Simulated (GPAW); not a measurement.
Wanted: an ASE script for a GPAW 26.7.0 run.

- Task: band structure
- Functional: PBEsol
- Potentials or basis: PAW data sets generated in the run's folder for this functional
- Cutoff: 600 eV
- Basis: pw
- k mesh: 5 × 5 × 3
- Occupations: fermi-dirac, width 0.05 eV
- Spin: no spin polarisation
- Maxiter: 150
- Band path: GMKGALHA,LM,KH
- Band points: 80

The system is Si2W.

```
W Si
1.0
     4.61685    0.00000    0.00000
    -2.30843    3.99831    0.00000
     0.00000    0.00000    6.65322
W Si
3 6
Direct
  0.50000 0.00000 0.50000
  0.50000 0.50000 0.83333
  0.00000 0.50000 0.16667
  0.32725 0.16363 0.16667
  0.83637 0.16363 0.83333
  0.16363 0.32725 0.50000
  0.67275 0.83637 0.16667
  0.16363 0.83637 0.83333
  0.83637 0.67275 0.50000
```

Measurements of this composition are mostly on another form, of space group No. 139.

One way to write it, as run:

run.py

```python
from ase import Atoms
from ase.dft.bandgap import bandgap
from ase.io import write
from ase.units import GPa
from gpaw import GPAW, PW, setup_paths

setup_paths.insert(0, '.')

atoms = Atoms(['W', 'W', 'W', 'Si', 'Si', 'Si', 'Si', 'Si', 'Si'],
              cell=[[4.6168523821, 0.0, 0.0],
                    [-2.3084261911, 3.9983114484, 0.0],
                    [0.0, 0.0, 6.653222]],
              scaled_positions=[[0.5, 0.0, 0.5],
                                [0.5, 0.5, 0.8333333333],
                                [0.0, 0.5, 0.1666666667],
                                [0.327252, 0.163626, 0.1666666667],
                                [0.836374, 0.163626, 0.8333333333],
                                [0.163626, 0.327252, 0.5],
                                [0.672748, 0.836374, 0.1666666667],
                                [0.163626, 0.836374, 0.8333333333],
                                [0.836374, 0.672748, 0.5]],
              pbc=True)

calc = GPAW(mode=PW(600),
            xc='PBEsol',
            kpts={'size': (5, 5, 3), 'gamma': True},
            occupations={'name': 'fermi-dirac', 'width': 0.05},
            nbands=59,
            convergence={'density': 1e-05, 'energy': 1e-05},
            maxiter=150,
            txt='gpaw.txt')
atoms.calc = calc
energy = atoms.get_potential_energy()
forces = atoms.get_forces()
stress = atoms.get_stress()
calc.write('gs.gpw')
write('result.traj', atoms)
print(f'Energy: {energy:.6f} eV')
print('Forces (eV/A):')
print(forces.round(4))
print('Stress (GPa):', (stress / GPa).round(3))
print('Fermi level:', round(calc.get_fermi_level(), 4), 'eV')
print(f'Gap: {bandgap(calc)[0]:.4f} eV, direct: {bandgap(calc, direct=True)[0]:.4f} eV')

path = atoms.cell.bandpath('GMKGALHA,LM,KH', npoints=80, eps=1e-4)
bs_calc = calc.fixed_density(kpts=path, symmetry='off', nbands=86,
                             convergence={'bands': 'CBM+6.0', 'eigenstates': 1e-6}, txt='bands.txt')
bs = bs_calc.band_structure()
bs.write('bs.json')
print(f'Gap on the path: {bandgap(bs_calc)[0]:.4f} eV')
```

Potentials or basis: PAW data sets generated in the run's folder for this functional, pw.

Command:

```sh
$ gpaw-setup -f PBEsol Si W
$ OMP_NUM_THREADS=1 python run.py
```

Results of the run:

| Property | Result |
| --- | --- |
| Pressure | -5.1 GPa |
| Largest force | 0.050 eV/Å |
| Band gap along the path | none (metal or under the smearing width) |

Caveat: spin-orbit coupling is left out, which moves the levels of the heavy elements.

It took 14 min on 1 thread of Intel(R) Xeon(R) Processor @ 2.50GHz (Skylake/Cascade Lake), on a shared host, peak memory 0.9 GiB.
